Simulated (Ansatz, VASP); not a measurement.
Cu: VASP beside Ansatz

```
Cu
1.0
     0.00000    2.67674    2.67674
     2.67674    0.00000    2.67674
     2.67674    2.67674    0.00000
Cu
2
Direct
  0.87500 0.87500 0.87500
  0.12500 0.12500 0.12500
```

Alike in both runs: functional PBE; k mesh 13 × 13 × 13; occupations fermi-dirac, width 0.08 eV; no spin polarisation.

Ansatz relaxed the structure, and its values are those at the end. VASP's run is a single point on that final structure, the one shown.

```csv
,VASP,Ansatz
version,VASP 6.6.1,Ansatz 0.2.0
potentials or method,"VASP PAW PBE potentials, release 64 (Cu)","PAW with Ansatz's default frozen-core files, scalar-relativistic"
plane-wave cutoff (eV),520,420
valence electrons in the cell,22,38
```

|  | VASP | Ansatz | Ansatz less VASP |
| --- | --- | --- | --- |
| pressure (GPa) | 0.0 | 0.0 | 0.00 |

With one functional, cell and mesh, what is left measures potentials, basis and numerics. The two sets of potentials don't hold the same shells in valence.
